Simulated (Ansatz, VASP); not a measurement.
Nb in VASP and in Ansatz

```
Nb
1.0
    -1.65580    1.65580    1.65580
     1.65580   -1.65580    1.65580
     1.65580    1.65580   -1.65580
Nb
1
Direct
  0.00000 0.00000 0.00000
```

Alike in both runs: functional PBE; k mesh 18 × 18 × 18; occupations fermi-dirac, width 0.08 eV; no spin polarisation.

Ansatz relaxed the structure, and its values are those at the end. VASP's run is a single point on that final structure, the one shown.

|  | VASP | Ansatz |
| --- | --- | --- |
| version | VASP 6.6.1 | Ansatz 0.2.0 |
| potentials or method | VASP PAW PBE potentials, release 64 (Nb_sv) | PAW with Ansatz's default frozen-core files, scalar-relativistic |
| plane-wave cutoff (eV) | 520 | 550 |
| valence electrons in the cell | 13 | 13 |

Ansatz gave:

* gap on the k mesh at the Fermi level (eV): none
* pressure (GPa): 0.0

Problem. Estimate VASP's values.

Solution. gap on the k mesh at the Fermi level (eV): none; pressure (GPa): -0.3.

A gap of «none» marks a metal or a gap that the smearing closes.
